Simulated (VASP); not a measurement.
A run of VASP 6.6.1 is set up as follows.

File INCAR:

```
ALGO     = Normal         # electronic algorithm
EDIFF    = 1E-6           # SCF threshold, eV
EDIFFG   = -0.01          # ionic threshold
ENCUT    = 600            # plane-wave cutoff, eV
GGA      = PS             # functional
IBRION   = 2              # ionic algorithm
ISIF     = 3              # what is computed and relaxed
ISMEAR   = -1             # smearing method
ISPIN    = 2              # spin polarisation
LASPH    = T              # aspherical terms in the spheres
LCHARG   = F              # write CHGCAR
LMAXMIX  = 4              # l up to which the mixer works
LORBIT   = 11             # projections on sites
LREAL    = F              # projectors in reciprocal space
LWAVE    = F              # write WAVECAR
MAGMOM   = 4 0            # initial moments
NELM     = 150            # most SCF steps
NSW      = 60             # ionic steps
PREC     = Accurate       # precision mode
SIGMA    = 0.05           # smearing width, eV
```

The input KPOINTS:

```
k-points
0
Gamma
  8 8 8
```

POSCAR

```
MnS
1.0
    0.0000000000      2.6045000000      2.6045000000
    2.6045000000      0.0000000000      2.6045000000
    2.6045000000      2.6045000000      0.0000000000
Mn S
1 1
Direct
    0.0000000000      0.0000000000      0.0000000000
    0.5000000000      0.5000000000      0.5000000000
```

Potentials or basis: VASP PAW PBE potentials, release 64 (Mn_pv, S).

Run with:

```console
$ cat potpaw_PBE.64/Mn_pv/POTCAR potpaw_PBE.64/S/POTCAR > POTCAR
$ mpirun -np 1 vasp_std > vasp.out
```

Q: What does it give for the net moment?

A: 4.03 μB per cell.

Q: Predict the relaxed cell.

A: a = 3.484 Å, b = 3.484 Å, c = 3.484 Å, α = 60.00°, β = 60.00°, γ = 60.00°.

Final structure:
```
Mn S
1.0
     0.00000    2.46330    2.46330
     2.46330    0.00000    2.46330
     2.46330    2.46330    0.00000
Mn S
1 1
Direct
  0.00000 0.00000 0.00000
  0.50000 0.50000 0.50000
```

Caveat: a cell with one magnetic atom can't hold antiferromagnetic order, which such compounds often take.
